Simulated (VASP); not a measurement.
# MoS2 (C2/m) in VASP: a series of runs, part 2 of 2

VASP 6.6.1.

### Step 4. Single point, PBEsol+U, collinear spin, ferromagnetic start

INCAR reads:

```
  PREC = Accurate
  ENCUT = 520
  EDIFF = 1E-7
  ISMEAR = 0
  SIGMA = 0.05
  LREAL = F
  LASPH = T
  NELM = 80
  ALGO = Fast
  ISIF = 2
  LWAVE = F
  LCHARG = F
  ISPIN = 2
  MAGMOM = 1 0 0
  LORBIT = 11
  LMAXMIX = 4
  LDAU = T
  LDAUTYPE = 2
  LDAUL = 2 -1
  LDAUU = 2 0
  LDAUJ = 0 0
  LDAUPRINT = 1
  GGA = PS
```

KPOINTS reads:

```
Automatic mesh
0
Gamma
  6 6 4
```

POSCAR reads:

```
MoS2
1.0
    3.1479925200     -1.9297820300      0.0000000000
    3.1479925200      1.9297820300      0.0000000000
   -0.0030992400      0.0000000000      4.4393295900
Mo S
1 2
Direct
    0.0000000000      0.0000000000      0.0000000000
    0.6879000000      0.6879000000      0.2889000000
    0.3121000000      0.3121000000      0.7111000000
```

Potentials or basis: VASP PAW PBE potentials, release 64 (Mo_sv, S).

On the command line:

```bash
$ cat potpaw_PBE.64/Mo_sv/POTCAR potpaw_PBE.64/S/POTCAR > POTCAR
$ mpirun -np 1 vasp_std > vasp.out
```

OUTCAR:

```text
PREC = Accurate
   ENCUT = 520
   EDIFF = 1E-7
   ISMEAR = 0
   LREAL = F
   LASPH = T
   NELM = 80
   ISIF = 2
   ISPIN = 2
   LORBIT = 11
   GGA = PS

 ion  position               nearest neighbor table
   1  0.000  0.000  0.000-   2 2.35   3 2.35   2 2.60   2 2.60   3 2.60   3 2.60
   2  0.688  0.688  0.289-   1 2.35   1 2.60   1 2.60
   3  0.312  0.312  0.711-   1 2.35   1 2.60   1 2.60

  LATTYP: Found a base centered monoclinic cell.
 ALAT       =     6.2959850400
 B/A-ratio  =     0.6130198905
 C/A-ratio  =     0.7051050223
 COS(beta)  =    -0.0006981323

  Lattice vectors:

[... 1268 lines left out ...]
  energy-cutoff  :      520.00
  volume of cell :       53.94
      direct lattice vectors                 reciprocal lattice vectors
     3.147992520 -1.929782030  0.000000000     0.158831381 -0.259096619  0.000110885
     3.147992520  1.929782030  0.000000000     0.158831381  0.259096619  0.000110885
    -0.003099240  0.000000000  4.439329590     0.000000000  0.000000000  0.225259238

 POSITION                                       TOTAL-FORCE (eV/Angst)
 -----------------------------------------------------------------------------------
      0.00000      0.00000      0.00000         0.000000      0.000000      0.000000
      4.33011      0.00000      1.28252        -1.140023      0.000000     -0.892983
      1.96277      0.00000      3.15681         1.140023      0.000000      0.892983
 -----------------------------------------------------------------------------------
    total drift:                               -0.000000      0.000000      0.000000

  FREE ENERGIE OF THE ION-ELECTRON SYSTEM (eV)
  ---------------------------------------------------
  free  energy   TOTEN  =       -18.7825065679 eV

  energy  without entropy=      -18.7800965809  energy(sigma->0) =      -18.78130157

 total charge

# of ion       s       p       d       tot
------------------------------------------
    1        2.283   6.154   3.755  12.193
    2        1.355   2.313   0.000   3.668
    3        1.355   2.313   0.000   3.668
--------------------------------------------------
tot          4.993  10.780   3.755  19.529

 magnetization (x)

# of ion       s       p       d       tot
------------------------------------------
    1        0.044   0.014   2.007   2.065
    2       -0.008  -0.123   0.000  -0.131
    3       -0.008  -0.123   0.000  -0.131
--------------------------------------------------
tot          0.029  -0.232   2.007   1.804
```

stdout:

```text
POSCAR found type information on POSCAR MoS
 POSCAR found :  2 types and       3 ions
 scaLAPACK will be used
 -----------------------------------------------------------------------------
|                                                                             |
|                                                                             |
|     You enforced a specific xc type in the INCAR file but a different       |
|     I HOPE YOU KNOW WHAT YOU ARE DOING!                                     |
|                                                                             |
 -----------------------------------------------------------------------------

 LDA part: xc-table for (Slater+PW92), standard interpolation
 POSCAR, INCAR and KPOINTS ok, starting setup
 FFT: planning ... GRIDC
 FFT: planning ... GRID_SOFT
 FFT: planning ... GRID
 WAVECAR not read
 entering main loop
```

Run time: 3.2 min. Hardware: 1 thread of AMD EPYC 7R43 (Zen 3), shared host; peak memory 0.19 GiB.

What came out:

```
Free energy                                           : -18.7825 eV
Pressure                                              : -0.5 GPa
Largest force                                         : 1.448 eV/Å
Band gap on the k mesh                                : none (metal or under the smearing width)
Net moment                                            : 2.03 μB per cell
Site moments                                          : Mo +2.06; S -0.13 μB
Valence electrons inside the program's atomic spheres : Mo 12.19; S 3.67
```

Forces on the atoms (eV/Å):
```
Mo   0.000  0.000  0.000
S   -1.140  0.000 -0.893
S    1.140  0.000  0.893
```

Levels at points of the mesh, in eV from the Fermi level:
Spin up:
```csv
k point,band 12,band 13,band 14,band 15,band 16,band 17
"(0.00, 0.00, 0.00)",-0.88,-0.28,-0.08,0.82,1.78,2.73
"(0.50, 0.00, 0.00)",-2.21,-1.06,-0.81,-0.38,2.84,4.45
"(0.50, 0.50, 0.00)",-1.93,-1.65,-0.61,-0.33,3.54,4.00
"(0.00, 0.00, 0.50)",-1.75,-1.66,-1.37,-0.03,4.11,4.33
"(0.50, 0.00, 0.50)",-1.07,-0.72,-0.34,0.04,2.34,3.83
"(0.50, 0.50, 0.50)",-1.22,-1.16,-0.59,-0.26,1.96,3.93
```
Spin down:
```
           k point  band 8  band 9  band 10  band 11  band 12  band 13  band 14  band 15  band 16  band 17
(0.00, 0.00, 0.00)   -4.41   -4.17    -0.91    -0.38     0.70     0.89     0.99     2.13     2.63     3.44
(0.50, 0.00, 0.00)   -3.41   -3.26    -3.07    -3.04    -2.17     0.39     2.09     2.12     3.96     5.09
(0.50, 0.50, 0.00)   -3.79   -3.49    -2.54    -2.09    -1.86    -0.09     1.83     1.88     4.35     4.84
(0.00, 0.00, 0.50)   -3.68   -2.71    -2.54    -2.22    -1.44     0.51     0.93     1.79     4.84     4.92
(0.50, 0.00, 0.50)   -5.59   -4.21    -1.46    -1.43     0.02     1.14     1.85     2.25     3.43     4.57
(0.50, 0.50, 0.50)   -5.04   -4.20    -2.69    -1.76    -1.14     1.45     1.71     2.14     3.31     4.84
```

Eigenvalues of the final occupation matrices:
| site | spin | trace | eigenvalues |
| --- | --- | --- | --- |
| site 1 d | 1 | 2.91 | 0.41 0.44 0.63 0.66 0.77 |
| site 1 d | 2 | 0.89 | 0.06 0.11 0.11 0.26 0.35 |

Caveat: the PAW data sets were made with another functional, which shifts forces and pressure a little. The state reached can hang on the start; a lower one may exist.

### Step 5. Overview

| level | spin | gap on the mesh (eV) | pressure (GPa) | moment (μB) | largest force (eV/Å) |
| --- | --- | --- | --- | --- | --- |
| PBE+U | collinear, zero start | none | -2.4 | 0.00 | 1.13 |
| PBE+U | collinear, random start | none | 4.6 | 2.05 | 1.44 |
| PBEsol+U | collinear, ferromagnetic start | none | -0.5 | 2.03 | 1.45 |

Alike in all rows: task single point; potentials or basis VASP PAW PBE potentials, release 64 (Mo_sv, S); Mo d U = 2 eV; cell as given; k mesh 6 × 6 × 4; cutoff (eV) 520; smearing gaussian 0.05 eV.

Every run on the cell as given and a fine mesh finds a metal. The pressure there spans -2.4 GPa (PBE+U) to 4.6 GPa (PBE+U); a positive pressure means that this level wants a larger cell, a negative one a smaller.

Caveats: forces of over 1 eV/Å show positions far from the minimum, so gaps and moduli don't describe the material at rest (some runs); the PAW data sets were made with another functional, which shifts forces and pressure a little (some runs).

Absolute energies hang on the potentials; compare differences alone.
